# Which levels belong to which k point?

A calculation of hexagonal titanium, with a Hubbard term of 6.2 eV on the d shell, gives band energies at four points of the Brillouin zone, for both spin directions. Six of these sets of levels have been separated from their row numbers. The task is to put them back, using the energies, the shape of the cell and the symmetry of the magnetic state.

GPAW 26.7.0 calculation of hexagonal Ti (two-atom cell, fixed geometry) with SCAN+U (U = 6.2 eV on Ti d), PAW data sets, collinear spins started antiparallel, a 600 eV plane-wave cutoff, an 8×8×5 k mesh and Fermi-Dirac smearing of 0.05 eV. Levels are given relative to the Fermi energy and numbered outwards from it. Candidates: 1, 8, 3, 4, 6, 7.

```csv
row,level under 4 (eV),level under 3 (eV),level under 2 (eV),level under 1 (eV),level over 1 (eV),level over 2 (eV)
A,-6.382,-5.496,-0.976,-0.781,0.831,2.078
B,-6.614,-5.074,-3.665,-0.376,0.243,2.309
C,-4.920,-4.372,-1.844,-1.079,1.837,1.980
D,-7.718,-6.049,-0.431,-0.045,0.145,1.111
E,-4.920,-4.372,-1.844,-1.079,1.837,1.980
F,-6.614,-5.074,-3.665,-0.376,0.243,2.309
```

The candidates stand for these points, in units of the reciprocal lattice vectors:

- row 1: the zone centre Γ, spin up
- rows 3 and 4: (0.125, 0, −0.4), spin up and spin down
- row 6: (0.25, −0.125, 0), spin down
- rows 7 and 8: (0.375, 0, 0), spin up and spin down

## The bottom of the band fixes the two ends

Energies are counted from the Fermi energy, and "level under 4" is the fourth level below it. The calculation treats 24 electrons in the cell, of which 16 belong to the 3s and 3p shells. The other eight fill four bands in each spin direction. "Level under 4" is therefore the bottom of the valence band at each point.

In a simple metal this lowest band is made mostly of s orbitals, and its electrons move almost freely. At Γ the wave has the same phase in every cell and the least kinetic energy. Away from Γ the phase turns from cell to cell, and the energy rises roughly as $\hbar^2k^2/2m$, where $k$ is the distance from Γ and $m$ the electron mass.

Set D has the lowest bottom, at −7.72 eV, so it belongs to Γ. Sets C and E have the highest, at −4.92 eV, and belong to the farthest point, (0.375, 0, 0). The free-electron formula puts that point 3.24 eV above Γ, while the levels themselves give 2.80 eV. The estimate is good enough to recognise the far end, but it misses by about 0.4 eV.

## A tempting match in the middle

Two points remain, with A on one side and B and F on the other. Measured from the bottom at Γ, B and F start at 1.10 eV and A at 1.34 eV. The free-electron formula predicts 1.08 eV for (0.25, −0.125, 0) and 1.46 eV for (0.125, 0, −0.4).

Matching them in order of energy would give B and F to the first point and A to the second, with errors of no more than about a tenth of an electronvolt. That agreement deserves suspicion. The two predictions differ by less than the error already found at the far point. Titanium also has d states in this energy range, and they mix with the s band by an amount that depends on direction as well as on distance from Γ. A better clue must not depend on a few tenths of an electronvolt.

## Folding gives the better clue

The cell holds two atomic layers stacked along its long axis. A useful comparison is a straight row of equal, evenly spaced atoms, described with a cell of two atoms instead of one. Doubling the cell halves the zone, and the part of the band that no longer fits is folded back inside. Near the zone face the original branch and the folded one lie close together; at the zone centre they are far apart. The comparison holds for the s-like band only: the row has no d states, and its atoms don't carry opposite magnetic moments as the layers do here.

For free electrons the distance between the two branches follows in a few steps. Let $c$ be the height of the cell and $\kappa$ the size of the third coordinate of the point. The original branch has the wave number $2\pi\kappa/c$ along the axis, and the folded one has $2\pi(1-\kappa)/c$. The motion within the layers is the same for both and cancels in the difference:

$$
\Delta E=\frac{\hbar^2}{2m}\left(\frac{2\pi}{c}\right)^2\left[(1-\kappa)^2-\kappa^2\right]
=\frac{\hbar^2}{2m}\left(\frac{2\pi}{c}\right)^2(1-2\kappa).
$$

With $c=4.68$ Å, the factor in front of $(1-2\kappa)$ is 6.87 eV. At $\kappa=0.4$ the distance is therefore $6.87\times0.2\approx1.4$ eV, so the folded branch lies deep in the valence band. At $\kappa=0$ the full 6.87 eV remains, which lifts the folded branch close to the Fermi energy or above it. The point (0.125, 0, −0.4) should thus show one more deep level than the points with a third coordinate of zero.

Sets B and F show exactly this. They have three levels below −3 eV, whereas A, C, D and E have two. The third level lies at −3.67 eV in B and F but at −0.98 eV in A, a difference far larger than the one that made the first match so tempting. B and F therefore belong to (0.125, 0, −0.4), and A to (0.25, −0.125, 0).

The two lowest levels of B and F are 1.54 eV apart, close to the simple estimate. The match should not be pressed. Counted from the bottom at Γ, the folded free-electron branch lies at 2.83 eV, between the second level at 2.64 eV and the third at 4.05 eV. A d state can mix with the folded wave, which is then shared between these two levels. What folding explains is the extra deep level, not which of the two carries the s character. The second deep level of the other sets is probably d-rich but mixed with s character, since it climbs by 1.68 eV from Γ to the farthest point. The Hubbard term may have pushed it down; the energies alone can't confirm that.

## Symmetry checks the answer

B and F agree in every level, and so do C and E. The reason is the symmetry of this magnetic state. The two titanium atoms carry opposite moments of about 1.3 Bohr magnetons, and inversion exchanges the atoms. Inversion also turns $k$ into $-k$; reversing time turns it back and flips the spin. Each spin-up level therefore has a spin-down partner of equal energy at the same $k$.

This gives a check that needs no band model. Only two points appear among the candidates with both spins, (0.125, 0, −0.4) and (0.375, 0, 0), so they must own the two pairs of equal sets. A and D stand alone and must belong to the other two points. The count does not say which pair goes to which point, nor which of A and D is Γ; the bottom of the band settles that. The result agrees with the argument from folding and rules out the tempting match.

All six sets now have a sure k point. D is row 1 and A is row 6, since each of their points has a single candidate. Within the pairs B and F, and C and E, the energies can't tell up from down; only a spin label can.

The rows with their labels:

```csv
row,level under 4 (eV),level under 3 (eV),level under 2 (eV),level under 1 (eV),level over 1 (eV),level over 2 (eV),level spin
1,-7.718,-6.049,-0.431,-0.045,0.145,1.111,up
2,-7.718,-6.049,-0.431,-0.045,0.145,1.111,down
3,-6.614,-5.074,-3.665,-0.376,0.243,2.309,up
4,-6.614,-5.074,-3.665,-0.376,0.243,2.309,down
5,-6.382,-5.496,-0.976,-0.781,0.831,2.078,up
6,-6.382,-5.496,-0.976,-0.781,0.831,2.078,down
7,-4.920,-4.372,-1.844,-1.079,1.837,1.980,up
8,-4.920,-4.372,-1.844,-1.079,1.837,1.980,down
```

The labels confirm the k points: A is row 6 and D row 1. Within the pairs the key gives B as row 3, F as row 4, C as row 7 and E as row 8. The printed analysis after this text compares the free-electron estimates with all eight rows.

## What to do with such levels

When band energies have lost their k points, compare the pattern of levels before matching single energies. The bottom of the band separates points at very different distances from Γ. For points at similar distances but with clearly different third coordinates, the number of deep levels is the safer guide, because folding moves a whole branch by several electronvolts. The line for "deep" has to sit in a wide empty range; here any value between −3.67 and −1.84 eV gives the same count. The same reasoning applies elsewhere in this crystal: for the s-like band, moving towards the upper or lower zone face should bring the two branches closer. They are expected to meet there only without magnetic order; the opposite moments make the layers unequal for one spin and should leave a gap.

Equal energies for the two spins must not be read as a sign of a nonmagnetic crystal. Here they come from opposite moments on two atoms that inversion exchanges, so the moments on the atoms have to be inspected as well. Real titanium is a metal without such ordered moments. The calculation was started with opposite moments and kept them, which doesn't show that this is its lowest state.

The gap needs the same caution. On the mesh the run finds 0.11 eV between the highest filled and the lowest empty level, only about twice the smearing width, and the bands may still cross between mesh points. A Hubbard term of 6.2 eV is very large for the itinerant d electrons of a metal. It favours moments and pushes filled and empty d states apart, which makes it the first suspect. SCAN, known to exaggerate moments in magnetic transition metals, may add to this; one run can't separate the two.

Before using the levels for anything beyond their order in the zone, repeat the run without the Hubbard term and from a nonmagnetic start. Compare total energies only between runs with the same functional and the same Hubbard term. Then refine the mesh and include the zone faces. The cell should also be relaxed, since it is under a mean pressure of about 24 GPa in this state, 16 GPa within the layers and 39 GPa along the long axis. The height $c$, on which the folding estimate rests, would probably change most.

The analysis program printed:

```
Bottom of the valence band against a free electron:
  row  k in 1/A  free electron in eV  computed rise in eV  estimate less computed in eV
    1         0                    0                    0                             0
    2         0                    0                    0                             0
    3    0.6188                1.459                1.104                        0.3549
    4    0.6188                1.459                1.104                        0.3549
    5    0.5325                 1.08                1.336                       -0.2558
    6    0.5325                 1.08                1.336                       -0.2558
    7    0.9223                3.241                2.798                        0.4427
    8    0.9223                3.241                2.798                        0.4427
Folded branch and deep levels:
  row  folded free electron in eV  second level above bottom in eV  third level above bottom in eV  levels below -3 eV  separation at this point in eV
    1                       6.867                            1.669                           7.287                   2                            0.19
    2                       6.867                            1.669                           7.287                   2                            0.19
    3                       2.832                            2.644                           4.053                   3                           0.619
    4                       2.832                            2.644                           4.053                   3                           0.619
    5                       7.948                            2.222                           6.742                   2                           1.612
    6                       7.948                            2.222                           6.742                   2                           1.612
    7                       10.11                            3.346                           5.874                   2                           2.916
    8                       10.11                            3.346                           5.874                   2                           2.916
Largest up-down difference, summed over six levels, in eV: 0
Free-electron estimate, row 3 less row 5, in eV: 0.3786
Computed bottom level, row 3 less row 5, in eV: -0.232
Third level, row 5 less row 3, in eV: 2.689
Unlabelled rows with the levels of row 1: 1
Unlabelled rows with the levels of row 3: 2
Unlabelled rows with the levels of row 6: 1
Unlabelled rows with the levels of row 7: 2
```
